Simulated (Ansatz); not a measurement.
Runs of Ansatz 0.2.0 on Au. It takes space group Fm-3m (No. 225, cubic). The conventional cell has a = 4.070 Å, b = 4.070 Å, c = 4.070 Å, α = 90.00°, β = 90.00°, γ = 90.00°. Au (site symmetry m-3m) is surrounded by 12 Au at 2.88 Å. 

```tsv
task	level	potentials or basis	spin	U	k mesh	cutoff (eV)	smearing	hubbard projectors	double counting	broadening	other keys	mesh quality	gap on the mesh (eV)	pressure (GPa)
single point	PBEsol0	SPMS NC	collinear, random start	-	7 × 7 × 7	699	gaussian 0.025 eV	-	-	-	scf.eigensolver.kind = davidson; basis.ecutwfc = 51.4 Ry; …	coarse	none	1.3
Wannier functions	revPBE+U	PseudoDojo standard (PBE files)	SOC, no magnetisation	Au d U = 3.5 eV	11 × 11 × 11	1034	fermi-dirac 0.1 eV	ortho-atomic (the default)	fll (the default)	-	-	not flagged	none	-
optical spectrum	PBEsol	Ansatz PAW	SOC, no magnetisation	-	11 × 11 × 11	420	cold 0.15 eV	-	-	0.05 eV	scf.eigensolver.kind = davidson	not flagged	none	-
electrostatic potential	HSE06+D3(BJ)+U	Ansatz NC	off	Au d U = 5.0 eV	7 × 7 × 7	1034	gaussian 0.01 eV	ortho-atomic (the default)	amf	-	hamiltonian.pseudopotentials = kind nc; …	coarse	none	(a)
```

Alike in all rows: cell as given.

Task: Fill in the values left out.

Result: (a) -1.1.

Caveats: some runs use coarse meshes; the potentials were made for another functional, which shifts forces and pressure (some runs); the thresholds are loose for stress (some runs); U without spin polarisation on a metal has little footing (some runs); the U is typed as a test and isn't derived for this compound (some runs); the magnetic or orbital state may not be the lowest (some runs); the starting moments weren't kept (some runs); some levels weren't fully converged (some runs).

A k mesh can miss the band edges, and rows without SOC leave out spin-orbit coupling on Au.

A gap of «none» marks a metal or a gap under the smearing width.

Runs at the PBE level aren't shown here.
